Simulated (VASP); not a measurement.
Here is a VASP 6.6.1 calculation.

The input INCAR:

```
SYSTEM = Na
PREC = Accurate
ENCUT = 520
EDIFF = 1E-6
ISMEAR = 0
SIGMA = 0.1
LREAL = .FALSE.
LASPH = .TRUE.
NELM = 100
ALGO = Fast
ISIF = 2
LWAVE = .FALSE.
LCHARG = .FALSE.
LDIPOL = .TRUE.
IDIPOL = 3
DIPOL = 0.5 0.5 0.273
GGA = PE
NBANDS = 54
```

File KPOINTS:

```
Automatic mesh
0
G
  3 3 1
  0 0 0
```

The input POSCAR:

```
Na
1.0
    8.3906381142      0.0000000000      0.0000000000
    0.0000000000      8.3906381142      0.0000000000
    0.0000000000      0.0000000000     22.3453190567
Na
12
Direct
    0.2500000000      0.2500000000      0.1790084084
    0.2500000000      0.7500000000      0.1790084084
    0.7500000000      0.2500000000      0.1790084084
    0.7500000000      0.7500000000      0.1790084084
    0.0000000000      0.0000000000      0.2728830818
    0.0000000000      0.5000000000      0.2728830818
    0.5000000000      0.0000000000      0.2728830818
    0.5000000000      0.5000000000      0.2728830818
    0.2500000000      0.2500000000      0.3667577552
    0.2500000000      0.7500000000      0.3667577552
    0.7500000000      0.2500000000      0.3667577552
    0.7500000000      0.7500000000      0.3667577552
```

Potentials or basis: VASP PAW PBE potentials, release 64 (Na_pv).

The run is started by

```sh
$ cat potpaw_PBE.64/Na_pv/POTCAR > POTCAR
$ mpirun -np 1 vasp_std > vasp.out
```

Q: Estimate the largest force.

A: 0.011 eV/Å.

Q: Estimate the band gap on the k mesh.

A: None (metal or under the smearing width).

Forces on the atoms (eV/Å):
```
Na   0.000  0.000  0.011
Na   0.000  0.000  0.011
Na   0.000  0.000  0.011
Na   0.000  0.000  0.011
Na   0.000  0.000  0.000
Na   0.000  0.000  0.000
Na   0.000  0.000  0.000
Na   0.000  0.000  0.000
Na   0.000  0.000 -0.011
Na   0.000  0.000 -0.011
Na   0.000  0.000 -0.011
Na   0.000  0.000 -0.011
```
